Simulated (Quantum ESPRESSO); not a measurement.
Runs of Quantum ESPRESSO 7.5 on MoS2. Symmetry: R3m, No. 160, trigonal system. Conventional cell: a = 3.160 Å, b = 3.160 Å, c = 18.450 Å, α = 90.00°, β = 90.00°, γ = 120.00°. Mo (site symmetry 3m) is surrounded by 6 S at 2.39 Å. Around S (site symmetry 3m) lie 3 Mo at 2.39 Å. S (site symmetry 3m) is surrounded by 3 Mo at 2.39 Å. Measurements of this composition are mostly on another form, of space group No. 194.

```tsv
task	level	potentials or basis	spin	fixed moment (μB)	cell	k mesh	cutoff (eV)	smearing	mixing beta	mixing mode	other keys	mesh quality	gap on the mesh (eV)	pressure (GPa)	moment (μB)	largest force (eV/Å)
real-space fields	optB88-vdW	SG15 PBE 1.2	off	-	volume scaled by 1.15	10 × 10 × 10	952	fixed	0.5	-	-	not flagged	0.94	-11.1	-	1.22
single point	WC	SSSP 1.3 efficiency PBE	off	-	volume scaled by 0.8	10 × 10 × 10	816	fixed	0.5	-	mixing_ndim = 2	not flagged	0.58	58.5	-	(b)
real-space fields	PBE+XDM	JTH 2.0 PBE	collinear, ferromagnetic start	0.5	as given	8 × 8 × 8	490	methfessel-paxton 0.1 eV	0.3	local-TF	mixing_mode = local-TF	not flagged	-	(c)	0.50	(a)
dielectric tensor	PBE+D3	GBRV 1.5 PBE	collinear, ferromagnetic start	-	relaxed	4 × 4 × 4, shifted	612	fermi-dirac 0.05 eV	0.3	-	-	coarse	-	0.0	0.00	-
```

Fill in the values left out.

(a) 0.55; (b) 5.61; (c) 2.8.

Caveats: some runs use coarse meshes; the potentials were made for another functional, which shifts forces and pressure (some runs); the cutoff is low for these files, which shifts pressure and relaxed volume (some runs); the total moment is fixed, so each spin has its own Fermi level (some runs).

A k mesh can miss the band edges, and the runs leave out spin-orbit coupling on Mo.
